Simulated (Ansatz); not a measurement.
# InSb: the cost of one run

Computed with Ansatz 0.2.0 (DFT PBEsol, scalar-relativistic, plane waves, PAW, unless a step's input says otherwise).

## (1) Starting point

Symmetry: F-43m, No. 216, cubic system. The conventional cell has a = 6.633 Å, b = 6.633 Å, c = 6.633 Å, α = 90.00°, β = 90.00°, γ = 90.00°. Around In (site symmetry -43m) lie 4 Sb at 2.87 Å. Sb (site symmetry -43m) has 4 In at 2.87 Å as nearest neighbours.

As a file:

```cif
data_structure
_symmetry_space_group_name_H-M 'P 1'
_symmetry_Int_Tables_number 1
_cell_length_a 4.6904
_cell_length_b 4.6904
_cell_length_c 4.6904
_cell_angle_alpha 60.000
_cell_angle_beta 60.000
_cell_angle_gamma 60.000
_cell_volume 72.96
loop_
_atom_site_label
_atom_site_type_symbol
_atom_site_fract_x
_atom_site_fract_y
_atom_site_fract_z
_atom_site_occupancy
In1 In 0.00000 0.00000 0.00000 1
Sb1 Sb 0.25000 0.25000 0.25000 1
```

Source of the structure: the Materials Project (structure only).

(A quick probe on a coarse mesh, which set the mesh and smearing, is not shown.)

## (3) The relaxation

The input, input.yaml:

```yaml
crystal:
  lattice:
    - [0.0, 3.3166107078, 3.3166107078]
    - [3.3166107078, 0.0, 3.3166107078]
    - [3.3166107078, 3.3166107078, 0.0]
  atoms:
    - { symbol: In, position: [0.0, 0.0, 0.0] }
    - { symbol: Sb, position: [0.25, 0.25, 0.25] }
basis:
  ecutwfc: 420
kpoints:
  mp_grid: { grid: [12, 12, 12] }
hamiltonian:
  xc: pbesol
scf:
  occupations: { method: gaussian, width: 0.1 }
output:
  forces: true
  stress: true
  eigenvalues: true
relax:
  adjacent_minimum: "off"
  f_tol: 0.005
  max_steps: 80
  cell: { stress_tol: 0.05 }
```

The run is started by

```bash
ansatz run input.yaml --threads 1 --pin off --max-ram 2560MiB --backend cpu --events-out ev --progress --plain --runs-dir out
```

Q: Estimate wall time and peak memory on 1 thread of Intel Xeon Platinum 8488C (Sapphire Rapids), shared host.

About 60 s, with a peak of 0.51 GiB.
